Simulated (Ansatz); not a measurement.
The system is CdTe.

```
CELL_PARAMETERS angstrom
0.00000 3.20500 3.20500
3.20500 0.00000 3.20500
3.20500 3.20500 0.00000
ATOMIC_POSITIONS crystal
Te 0.75000 0.75000 0.75000
Cd 0.00000 0.00000 0.00000
```

- Program: Ansatz 0.2.0
- Task: relaxation of cell and atoms
- Functional: PBE
- Potentials or basis: Ansatz PAW
- Cutoff: 420 eV (not typed: the program's choice for these potentials)
- k mesh: 7 × 7 × 7
- Occupations: fermi-dirac, width 0.05 eV
- Spin: no spin polarisation

At the start: volume 32.92 Å³/atom.

Q: Where does the relaxation end?

A: It ends after 5 steps and the volume is 36.22 Å³/atom (+10.0 %); space group F-43m (No. 216, to 0.05 Å).

The path:
| step | energy change (eV) | largest force (eV/Å) | volume (Å³) |
| --- | --- | --- | --- |
| 1 | 0.0000 | 0.0000 | 65.84 |
| 2 | -0.0599 | 0.0000 | 76.15 |
| 3 | -0.0782 | 0.0000 | 73.12 |
| 4 | -0.0789 | 0.0000 | 72.45 |
| 5 | -0.0802 | 0.0000 | 72.45 |

Final structure:
```xyz
2
Lattice="0.0000 3.3088 3.3088 3.3088 0.0000 3.3088 3.3088 3.3088 0.0000" Properties=species:S:1:pos:R:3 pbc="T T T"
Te    4.9631    4.9631    4.9631
Cd    0.0000    0.0000    0.0000
```

Caveat: the plane-wave basis is chosen anew once the cell has moved, so the energies of steps on either side of that aren't comparable; the volume moved by +10 % from the deposited cell, more than functionals usually miss.
